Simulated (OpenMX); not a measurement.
Runs of OpenMX 3.8.5 on PbSe. The structure is cubic, space group Pm-3m (No. 221). The conventional cell has a = 3.681 Å, b = 3.681 Å, c = 3.681 Å, α = 90.00°, β = 90.00°, γ = 90.00°. Pb (site symmetry m-3m) is surrounded by 8 Se at 3.19 Å. Se (site symmetry m-3m) is surrounded by 8 Pb at 3.19 Å. Measurements of this composition are mostly on another form, of space group No. 225.

```csv
cell,gap on the mesh (eV),pressure (GPa)
"Pm-3m, 24.93 Å³/atom",none,4.8
"Pm-3m, 28.18 Å³/atom",-,-1.4
"Pm-3m, 23.85 Å³/atom",none,7.7
"Pm-3m, 27.1 Å³/atom",-,(a)
"Pm-3m, 26.01 Å³/atom",-,(b)
"Pm-3m, 29.27 Å³/atom",-,-2.9
```

Alike in all rows: task single point; level PBE; potentials or basis OpenMX 2013 PBE set, Pb8.0-s3p2d2f1, Se7.0-s3p2d2, grid cutoff 500 Ry; no spin polarisation; k mesh 5 × 5 × 5; smearing fermi-dirac 0.05 eV.

Question: Estimate the missing entries.

Answer: (a) 0.4; (b) 2.4.

Caveats: the basis has few d functions beyond the semicore shells, which can make volumes several per cent too large; the basis of atomic orbitals isn't converged, which shifts pressures, moduli and gaps.

A k mesh can miss the band edges, and the runs leave out spin-orbit coupling on Pb, Se.

A gap of «none» marks a metal or a gap under the smearing width.
